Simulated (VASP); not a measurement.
# BP: NMR shieldings, part 4 of 4

Aim: NMR shielding tensors and field gradients of BP. The cell is of the zinc-blende type, one of the forms listed for this formula, which need not be the common one. The start is a cell from a database of measured crystal structures.

VASP 6.6.1, plane waves and PAW; the level of theory is named at each step.

So far. Step 2 (Ground state): The cell has a gap of 1.23 eV on this mesh and a pressure of -4.3 GPa, which holds the misfit of the given cell and coordinates with this functional, and any error of cutoff, mesh and data sets. Step 4 (Cell stretched): Against the first shielding run the largest change is -15.6 ppm, on P1.

## 5. Coarser mesh

Level of this step: chemical shifts by linear response (GIPAW), LDA; plane waves and PAW (P, B) (VASP).

A coarser mesh shows what can be saved.

The input, INCAR:

```
SYSTEM = BP
PREC = Accurate
ENCUT = 450
EDIFF = 1E-09
NELM = 100
ISMEAR = 0
SIGMA = 0.01
LREAL = .FALSE.
ALGO = Normal
GGA = CA
NBANDS = 10
LWAVE = .FALSE.
LCHARG = .FALSE.
KPAR = 2
LCHIMAG = .TRUE.
LEFG = .TRUE.
DQ = 0.001
ICHIBARE = 1
LNMR_SYM_RED = .TRUE.
```

The input, POSCAR:

```
BP
1.0
    0.0000000000      2.2690000000      2.2690000000
    2.2690000000      0.0000000000      2.2690000000
    2.2690000000      2.2690000000      0.0000000000
P B
1 1
Direct
    0.7500000000      0.7500000000      0.7500000000
    0.0000000000      0.0000000000      0.0000000000
```

The input, KPOINTS:

```
Automatic mesh
0
Gamma
3 3 3
0 0 0
```

PAW data sets: P and B (PBE family, release 64).

Launch:

```
$ mpirun -np 2 vasp_std
```

Output:

```text
[... set-up lines as in an earlier step ...]
 entering main loop
       N       E                     dE             d eps       ncg     rms          rms(c)
DAV:   1     0.837706713602E+01    0.83771E+01   -0.36593E+03    80   0.630E+02
DAV:   2    -0.137288109469E+02   -0.22106E+02   -0.20597E+02   134   0.111E+02
DAV:   3    -0.145294666473E+02   -0.80066E+00   -0.79845E+00    92   0.175E+01
DAV:   4    -0.145334354335E+02   -0.39688E-02   -0.39687E-02    96   0.155E+00
DAV:   5    -0.145334508452E+02   -0.15412E-04   -0.15412E-04    90   0.889E-02    0.631E+00
DAV:   6    -0.137779321959E+02    0.75552E+00   -0.18647E+00    90   0.609E+00    0.321E+00
DAV:   7    -0.136446444374E+02    0.13329E+00   -0.25527E-01    94   0.265E+00    0.121E+00
DAV:   8    -0.136283924340E+02    0.16252E-01   -0.42921E-02    96   0.114E+00    0.247E-01
DAV:   9    -0.136284584456E+02   -0.66012E-04   -0.92766E-04    84   0.216E-01    0.172E-01
DAV:  10    -0.136284768951E+02   -0.18449E-04   -0.14309E-04    98   0.793E-02    0.303E-02
DAV:  11    -0.136284786265E+02   -0.17314E-05   -0.66188E-06    92   0.130E-02    0.303E-02
DAV:  12    -0.136284782291E+02    0.39733E-06   -0.29130E-06    94   0.733E-03    0.118E-02
DAV:  13    -0.136284782307E+02   -0.15481E-08   -0.57595E-08    96   0.186E-03    0.640E-03
DAV:  14    -0.136284782284E+02    0.22560E-08   -0.10904E-08    92   0.476E-04    0.258E-03
DAV:  15    -0.136284782294E+02   -0.10230E-08   -0.30619E-09    64   0.279E-04    0.418E-04
DAV:  16    -0.136284782293E+02    0.11215E-09   -0.54059E-11    40   0.492E-05
ion   1
     0.0000000     0.0000000     0.0000000    -0.0000000    -0.0000000     0.0000000
     0.0000365     0.0000000     0.0000000    -0.0000000    -0.0000000     0.0000000
     0.0000503     0.0000000     0.0000000    -0.0000000    -0.0000000     0.0000000
     0.0000692     0.0000000     0.0000000    -0.0000000    -0.0000000     0.0000000
     0.0000953     0.0000000     0.0000000    -0.0000000    -0.0000000     0.0000000

     0.0000000     0.0000000     0.0000000    -0.0000000    -0.0000000     0.0000000
     0.0000365     0.0000000     0.0000000    -0.0000000    -0.0000000     0.0000000
     0.0000503     0.0000000     0.0000000    -0.0000000    -0.0000000     0.0000000
     0.0000692     0.0000000     0.0000000    -0.0000000    -0.0000000     0.0000000
     0.0000953     0.0000000     0.0000000    -0.0000000    -0.0000000     0.0000000

ion   2
     0.0000000     0.0000000     0.0000000     0.0000000    -0.0000000     0.0000000
     0.0000257     0.0000000     0.0000000     0.0000000    -0.0000000     0.0000000
     0.0000354     0.0000000     0.0000000     0.0000000    -0.0000000     0.0000000
     0.0000487     0.0000000     0.0000000     0.0000000    -0.0000000     0.0000000
     0.0000671     0.0000000     0.0000000     0.0000000    -0.0000000     0.0000000

     0.0000000     0.0000000     0.0000000     0.0000000    -0.0000000     0.0000000
     0.0000257     0.0000000     0.0000000     0.0000000    -0.0000000     0.0000000
     0.0000354     0.0000000     0.0000000     0.0000000    -0.0000000     0.0000000
     0.0000487     0.0000000     0.0000000     0.0000000    -0.0000000     0.0000000
     0.0000671     0.0000000     0.0000000     0.0000000    -0.0000000     0.0000000

   1 F= -.13628478E+02 E0= -.13628478E+02  d E =-.134365E-58
DAV:   1     0.752217628600E+01    0.75222E+01    0.00000E+00     0   0.000E+00
DAV:   2     0.752217628600E+01    0.00000E+00    0.00000E+00     0   0.000E+00
BDIR= 1  IDIR= 2  IQ= -1
DAV:   1     0.150473143820E+02    0.15047E+02   -0.17376E-02    94   0.395E-01
DAV:   2     0.150472939861E+02   -0.20396E-04   -0.20396E-04    84   0.105E-01
DAV:   3     0.150472939344E+02   -0.51778E-07   -0.51777E-07   108   0.678E-03
DAV:   4     0.150472939343E+02   -0.11123E-09   -0.21593E-09    86   0.262E-04
       N       E                     dE             d eps       ncg     rms
RMM:   1    -0.248663998017E+02   -0.24866E+02   -0.88634E+01   166   0.260E+01
RMM:   2    -0.264813111487E+02   -0.16149E+01   -0.18060E+00   165   0.443E+00
RMM:   3    -0.265273619873E+02   -0.46051E-01   -0.52996E-02   175   0.687E-01
RMM:   4    -0.265303321414E+02   -0.29702E-02   -0.71692E-03   182   0.170E-01
RMM:   5    -0.265307224644E+02   -0.39032E-03   -0.42900E-04   184   0.438E-02
RMM:   6    -0.265307553573E+02   -0.32893E-04   -0.12182E-04   185   0.134E-02
RMM:   7    -0.265307560967E+02   -0.73938E-06   -0.31846E-08   178   0.661E-04
RMM:   8    -0.265307560976E+02   -0.85600E-09   -0.36922E-09   160   0.105E-04
BDIR= 1  IDIR= 2  IQ=  0
DAV:   1     0.150443501954E+02    0.15044E+02   -0.75210E-11    40   0.398E-05
DAV:   2     0.150443501954E+02    0.16255E-10   -0.27256E-12    40   0.121E-05
       N       E                     dE             d eps       ncg     rms
RMM:   1    -0.248802308502E+02   -0.24880E+02   -0.88752E+01   166   0.260E+01
RMM:   2    -0.264975714042E+02   -0.16173E+01   -0.18043E+00   165   0.443E+00
RMM:   3    -0.265436033803E+02   -0.46032E-01   -0.53272E-02   171   0.687E-01
RMM:   4    -0.265465957314E+02   -0.29924E-02   -0.71664E-03   168   0.170E-01
RMM:   5    -0.265469875147E+02   -0.39178E-03   -0.43365E-04   170   0.435E-02
RMM:   6    -0.265470208119E+02   -0.33297E-04   -0.12268E-04   168   0.135E-02
RMM:   7    -0.265470215628E+02   -0.75097E-06   -0.31907E-08   162   0.659E-04
RMM:   8    -0.265470215637E+02   -0.85559E-09   -0.37594E-09   144   0.103E-04
BDIR= 1  IDIR= 2  IQ=  1
DAV:   1     0.150400138761E+02    0.15040E+02   -0.17372E-02    94   0.395E-01
DAV:   2     0.150399934135E+02   -0.20463E-04   -0.20463E-04    84   0.105E-01
DAV:   3     0.150399933606E+02   -0.52864E-07   -0.52804E-07   108   0.680E-03
DAV:   4     0.150399933604E+02   -0.17938E-09   -0.21451E-09    86   0.261E-04
       N       E                     dE             d eps       ncg     rms
RMM:   1    -0.248925904124E+02   -0.24893E+02   -0.88829E+01   166   0.260E+01
RMM:   2    -0.265110106037E+02   -0.16184E+01   -0.18000E+00   165   0.443E+00
RMM:   3    -0.265568913265E+02   -0.45881E-01   -0.53408E-02   175   0.687E-01
RMM:   4    -0.265598960382E+02   -0.30047E-02   -0.71403E-03   182   0.170E-01
RMM:   5    -0.265602874858E+02   -0.39145E-03   -0.43754E-04   184   0.440E-02
RMM:   6    -0.265603210232E+02   -0.33537E-04   -0.12284E-04   185   0.135E-02
RMM:   7    -0.265603217821E+02   -0.75896E-06   -0.32282E-08   178   0.667E-04
RMM:   8    -0.265603217830E+02   -0.87363E-09   -0.38217E-09   160   0.106E-04
BDIR= 1  IDIR= 3  IQ= -1
DAV:   1     0.150833454966E+02    0.15083E+02   -0.90631E-03    86   0.374E-01
DAV:   2     0.150833254437E+02   -0.20053E-04   -0.20053E-04    88   0.101E-01
[...]
RLQ:   6    -0.714819183705E-01   -0.19717E-07   -0.66348E-08   134   0.345E-04
RLQ:   7    -0.714819197999E-01   -0.14294E-08   -0.12997E-09   128   0.831E-05
RLQ:   8    -0.714819198630E-01   -0.63034E-10   -0.10172E-10   114   0.368E-05
BDIR= 3  IDIR= 1  IQ= -1
DAV:   1     0.150400140979E+02    0.15040E+02   -0.17213E-02    94   0.392E-01
DAV:   2     0.150399934196E+02   -0.20678E-04   -0.20678E-04    84   0.105E-01
DAV:   3     0.150399933608E+02   -0.58802E-07   -0.58913E-07   108   0.690E-03
DAV:   4     0.150399933604E+02   -0.46710E-09   -0.35488E-09    84   0.272E-04
       N       E                     dE             d eps       ncg     rms
RMM:   1    -0.433512446080E+02   -0.43351E+02   -0.17382E+02   166   0.312E+01
RMM:   2    -0.468529589390E+02   -0.35017E+01   -0.30080E+00   169   0.612E+00
RMM:   3    -0.469374016539E+02   -0.84443E-01   -0.14801E-01   171   0.101E+00
RMM:   4    -0.469447369464E+02   -0.73353E-02   -0.13809E-02   182   0.275E-01
RMM:   5    -0.469453383907E+02   -0.60144E-03   -0.92667E-04   183   0.716E-02
RMM:   6    -0.469453942415E+02   -0.55851E-04   -0.15386E-04   186   0.220E-02
RMM:   7    -0.469453964254E+02   -0.21839E-05   -0.34428E-06   175   0.302E-03
RMM:   8    -0.469453965773E+02   -0.15193E-06   -0.20959E-07   161   0.809E-04
RMM:   9    -0.469453965877E+02   -0.10469E-07   -0.23920E-08   145   0.227E-04
RMM:  10    -0.469453965888E+02   -0.10666E-08   -0.14573E-09   142   0.854E-05
RMM:  11    -0.469453965889E+02   -0.76142E-10   -0.16429E-10   141   0.431E-05
BDIR= 3  IDIR= 1  IQ=  0
DAV:   1     0.150443501955E+02    0.15044E+02   -0.74626E-11    40   0.398E-05
DAV:   2     0.150443501954E+02   -0.24874E-10   -0.10212E-12    40   0.121E-05
       N       E                     dE             d eps       ncg     rms
RMM:   1    -0.434166781426E+02   -0.43417E+02   -0.17413E+02   166   0.312E+01
RMM:   2    -0.469270440545E+02   -0.35104E+01   -0.30151E+00   165   0.613E+00
RMM:   3    -0.470117575810E+02   -0.84714E-01   -0.14810E-01   168   0.101E+00
RMM:   4    -0.470190903938E+02   -0.73328E-02   -0.13840E-02   172   0.275E-01
RMM:   5    -0.470196926164E+02   -0.60222E-03   -0.92425E-04   174   0.715E-02
RMM:   6    -0.470197482400E+02   -0.55624E-04   -0.15361E-04   173   0.220E-02
RMM:   7    -0.470197504168E+02   -0.21767E-05   -0.34490E-06   158   0.301E-03
RMM:   8    -0.470197505690E+02   -0.15221E-06   -0.20987E-07   148   0.809E-04
RMM:   9    -0.470197505795E+02   -0.10485E-07   -0.23956E-08   125   0.226E-04
RMM:  10    -0.470197505805E+02   -0.10664E-08   -0.14535E-09   126   0.849E-05
RMM:  11    -0.470197505806E+02   -0.75474E-10   -0.16281E-10   127   0.426E-05
BDIR= 3  IDIR= 1  IQ=  1
DAV:   1     0.150473146116E+02    0.15047E+02   -0.17216E-02    94   0.392E-01
DAV:   2     0.150472939925E+02   -0.20619E-04   -0.20619E-04    84   0.105E-01
DAV:   3     0.150472939346E+02   -0.57892E-07   -0.57870E-07   108   0.688E-03
DAV:   4     0.150472939342E+02   -0.41350E-09   -0.35657E-09    84   0.273E-04
       N       E                     dE             d eps       ncg     rms
RMM:   1    -0.434749044985E+02   -0.43475E+02   -0.17435E+02   166   0.312E+01
RMM:   2    -0.469909355350E+02   -0.35160E+01   -0.30190E+00   169   0.613E+00
RMM:   3    -0.470757265997E+02   -0.84791E-01   -0.14790E-01   171   0.101E+00
RMM:   4    -0.470830374003E+02   -0.73108E-02   -0.13836E-02   182   0.275E-01
RMM:   5    -0.470836376924E+02   -0.60029E-03   -0.91825E-04   183   0.715E-02
RMM:   6    -0.470836928395E+02   -0.55147E-04   -0.15253E-04   186   0.219E-02
RMM:   7    -0.470836950005E+02   -0.21610E-05   -0.34438E-06   173   0.301E-03
RMM:   8    -0.470836951525E+02   -0.15198E-06   -0.20954E-07   160   0.809E-04
RMM:   9    -0.470836951629E+02   -0.10474E-07   -0.23933E-08   142   0.227E-04
RMM:  10    -0.470836951640E+02   -0.10674E-08   -0.14590E-09   139   0.854E-05
RMM:  11    -0.470836951641E+02   -0.76390E-10   -0.16611E-10   140   0.431E-05
BDIR= 3  IDIR= 2  IQ= -1
DAV:   1     0.150473143821E+02    0.15047E+02   -0.17376E-02    94   0.395E-01
DAV:   2     0.150472939862E+02   -0.20396E-04   -0.20396E-04    84   0.105E-01
DAV:   3     0.150472939343E+02   -0.51880E-07   -0.51777E-07   108   0.678E-03
DAV:   4     0.150472939341E+02   -0.22485E-09   -0.21587E-09    86   0.262E-04
       N       E                     dE             d eps       ncg     rms
RMM:   1    -0.435506088122E+02   -0.43551E+02   -0.17515E+02   165   0.310E+01
RMM:   2    -0.469969300079E+02   -0.34463E+01   -0.29072E+00   168   0.599E+00
RMM:   3    -0.470774272028E+02   -0.80497E-01   -0.14255E-01   172   0.947E-01
RMM:   4    -0.470834400429E+02   -0.60128E-02   -0.11948E-02   183   0.237E-01
RMM:   5    -0.470836728268E+02   -0.23278E-03   -0.50476E-04   184   0.410E-02
RMM:   6    -0.470836939240E+02   -0.21097E-04   -0.28090E-05   184   0.108E-02
RMM:   7    -0.470836952637E+02   -0.13397E-05   -0.32830E-06   173   0.286E-03
RMM:   8    -0.470836954047E+02   -0.14097E-06   -0.19471E-07   158   0.824E-04
RMM:   9    -0.470836954141E+02   -0.94419E-08   -0.22163E-08   144   0.220E-04
RMM:  10    -0.470836954150E+02   -0.93554E-09   -0.12868E-09   140   0.813E-05
BDIR= 3  IDIR= 2  IQ=  0
DAV:   1     0.150443501955E+02    0.15044E+02   -0.74097E-11    40   0.398E-05
DAV:   2     0.150443501955E+02   -0.29292E-11   -0.72962E-13    40   0.121E-05
       N       E                     dE             d eps       ncg     rms
RMM:   1    -0.434933717150E+02   -0.43493E+02   -0.17490E+02   165   0.310E+01
RMM:   2    -0.469331524773E+02   -0.34398E+01   -0.29018E+00   164   0.598E+00
RMM:   3    -0.470134730226E+02   -0.80321E-01   -0.14263E-01   169   0.945E-01
RMM:   4    -0.470194950154E+02   -0.60220E-02   -0.11909E-02   172   0.236E-01
RMM:   5    -0.470197282375E+02   -0.23322E-03   -0.50478E-04   175   0.407E-02
RMM:   6    -0.470197493424E+02   -0.21105E-04   -0.28082E-05   170   0.107E-02
RMM:   7    -0.470197506799E+02   -0.13375E-05   -0.32727E-06   157   0.279E-03
RMM:   8    -0.470197508209E+02   -0.14099E-06   -0.19470E-07   145   0.821E-04
RMM:   9    -0.470197508303E+02   -0.94506E-08   -0.22180E-08   126   0.219E-04
RMM:  10    -0.470197508313E+02   -0.93419E-09   -0.12773E-09   126   0.821E-05
BDIR= 3  IDIR= 2  IQ=  1
DAV:   1     0.150400138762E+02    0.15040E+02   -0.17372E-02    94   0.395E-01
DAV:   2     0.150399934134E+02   -0.20463E-04   -0.20463E-04    84   0.105E-01
DAV:   3     0.150399933606E+02   -0.52756E-07   -0.52804E-07   108   0.680E-03
DAV:   4     0.150399933605E+02   -0.12700E-09   -0.21465E-09    86   0.261E-04
       N       E                     dE             d eps       ncg     rms
RMM:   1    -0.434261104676E+02   -0.43426E+02   -0.17461E+02   165   0.310E+01
RMM:   2    -0.468588215006E+02   -0.34327E+01   -0.28983E+00   168   0.598E+00
RMM:   3    -0.469390969166E+02   -0.80275E-01   -0.14281E-01   172   0.946E-01
RMM:   4    -0.469451403050E+02   -0.60434E-02   -0.11931E-02   183   0.237E-01
RMM:   5    -0.469453742653E+02   -0.23396E-03   -0.50413E-04   184   0.408E-02
RMM:   6    -0.469453953539E+02   -0.21089E-04   -0.28106E-05   184   0.108E-02
RMM:   7    -0.469453966940E+02   -0.13401E-05   -0.32820E-06   175   0.285E-03
RMM:   8    -0.469453968349E+02   -0.14086E-06   -0.19438E-07   159   0.821E-04
RMM:   9    -0.469453968443E+02   -0.94420E-08   -0.22172E-08   146   0.220E-04
RMM:  10    -0.469453968452E+02   -0.93641E-09   -0.12882E-09   143   0.833E-05
       N       E                     dE             d eps       ncg     rms
RLQ:   1    -0.629632016072E-01   -0.62963E-01   -0.92369E-02   102   0.212E+00
RLQ:   2    -0.698182788760E-01   -0.68551E-02   -0.14769E-02   137   0.296E-01
RLQ:   3    -0.700602986320E-01   -0.24202E-03   -0.16916E-04   130   0.440E-02
RLQ:   4    -0.700675503131E-01   -0.72517E-05   -0.23751E-05   132   0.769E-03
RLQ:   5    -0.700681967574E-01   -0.64644E-06   -0.32937E-07   129   0.145E-03
RLQ:   6    -0.700682182781E-01   -0.21521E-07   -0.69498E-08   117   0.393E-04
RLQ:   7    -0.700682198977E-01   -0.16195E-08   -0.15742E-09   111   0.938E-05
RLQ:   8    -0.700682199809E-01   -0.83194E-10   -0.14294E-10   106   0.390E-05
```

Wall time 18 s (2 MPI ranks of AMD EPYC 7R43, shared host); peak memory 0.17 GiB.

From OUTCAR (step 5):

```text
   k-points           NKPTS =      4   k-points in BZ     NKDIM =      4   number of bands    NBANDS=     10

   NELECT =       8.0000    total number of electrons

  Total       -0.1273803     -0.1273803     -0.1273803      0.0000000      0.0000000      0.0000000
  in kB       -8.7353304     -8.7353304     -8.7353304      0.0000000      0.0000000      0.0000000
  external PRESSURE =      -8.7353304 kB  Pullay stress =       0.0000000 kB

 POSITION                                       TOTAL-FORCE (eV/Angst)
 -----------------------------------------------------------------------------------
      3.40350      3.40350      3.40350         0.000000     -0.000000      0.000000
      0.00000      0.00000      0.00000        -0.000000      0.000000     -0.000000
 -----------------------------------------------------------------------------------
    total drift:                               -0.000000     -0.000000     -0.000000

  ORBITAL MAGNETIC SUSCEPTIBILITY, excluding core contribution
 -------------------------------------------------------------
  Approximate magnetic susceptibility, pGv (10^-6 cm^3/mole)
     1       -387.831127         -0.000000         -0.000000
     2         -0.000000       -387.831127          0.000000
     3         -0.000000          0.000000       -387.831127
 -------------------------------------------------------------
  Approximate magnetic susceptibility, vGv (10^-6 cm^3/mole)
     1       -317.134509         -0.000000          0.000000
     2          0.000000       -317.134509          0.000000
     3          0.000000          0.000000       -317.134509

  BDIR labels direction of applied magnetic field (i.e. B0)
  For BDIR==1, B0 along x-axis, etc.
  Induced field listed along cartesian directions for each BDIR
 ------------------------------------------------------------------------------------------
                 EXCLUDING G=0 CONTRIBUTION              INCLUDING G=0 CONTRIBUTION
 ------------------------------------------------------------------------------------------
  ion  BDIR            X           Y           Z                X           Y           Z
          (   iso_shield        span        skew ) (   iso_shield        span        skew )
 ------------------------------------------------------------------------------------------
    1     1     527.7704     -0.0000     -0.0000         759.9870     -0.0000     -0.0000
          2       0.0000    527.7704      0.0000           0.0000    759.9870      0.0000
          3       0.0000      0.0000    527.7704           0.0000      0.0000    759.9870
          (     527.7704      0.0000      0.0000 ) (     759.9870      0.0000      0.0000 )

    2     1     103.2704     -0.0000      0.0000         335.4870     -0.0000      0.0000
          2      -0.0000    103.2704      0.0000          -0.0000    335.4870      0.0000
          3       0.0000     -0.0000    103.2704           0.0000     -0.0000    335.4870
          (     103.2704      0.0000      0.0000 ) (     335.4870      0.0000      0.0000 )
 ------------------------------------------------------------------------------------------

[... 8 parts as in an earlier step ...]

[... 4 further parts left out ...]
```

The run converged; its settings lie outside those of the reference runs, so its numbers serve the comparison alone.

Against the sound run on this cell (sound settings) the energy at zero smearing moves by +313.6 meV an atom and the pressure by +3.43 GPa.

Settings moved from the usual: the k mesh, now 3×3×3

## 6. Summary

This step: chemical shifts by linear response (GIPAW), LDA; plane waves and PAW (VASP 6.6.1).

This step runs nothing: it gathers the runs above.

Isotropic shieldings. Cost is wall time times ranks on a shared host. Shieldings by setting:

```csv
run,ENCUT (eV),k mesh,"P1, Wyckoff letter c (ppm)","B2, Wyckoff letter a (ppm)",cost (core minutes)
first shielding run,450,8x8x8,464,147.8,3.63
coarser mesh,450,3x3x3,760,335.5,0.59
```

## 7. Summary of results

```json
{
 "P, isotropic shielding": "464 ppm",
 "B, isotropic shielding": "147.8 ppm"
}
```

**Reading.** At LDA, in the first shielding run, the isotropic shieldings are P 464 ppm; B 147.8 ppm. In the first shielding run all tensors are isotropic to 0.5 ppm, as the cubic site symmetry asks. In the undistorted cell the field gradients vanish by symmetry; what its table shows is numerical noise. Against the first shielding run, the one with coarser mesh moves the shieldings by at most 296 ppm. Shifts were not obtained, since a shift is the shielding of a reference compound, computed alike, less these values. The G = 0 term is the part set by the sample's shape, taken here for a sphere. No finer mesh was run, so convergence in it isn't shown. VASP's guide advises NLSPLINE for shieldings, which this input doesn't set; the effect wasn't tested. Where the functional isn't the one that the data sets were made with, the shieldings hold that mismatch too. The cell is of the zinc-blende type, one of the forms listed for this formula, which need not be the common one. The given cell is kept, although it stands at -4.3 GPa at LDA and ENCUT = 450 eV, which holds the mismatch of the given cell with this functional, any error of the entry itself and any basis-set error.

[Lines on the potential files, build, host, timing and source positions are cut from VASP's logs without a mark.]

[Logs are printed without paths, hosts, clocks, repeated set-up lines and the standing remarks that a program may print on its own settings, such as how far it seeks lower states.]

[Hosts, paths, dates, database ids (printed as entryN), source tags and the programs' standing remarks are cut or masked in the printed files.]
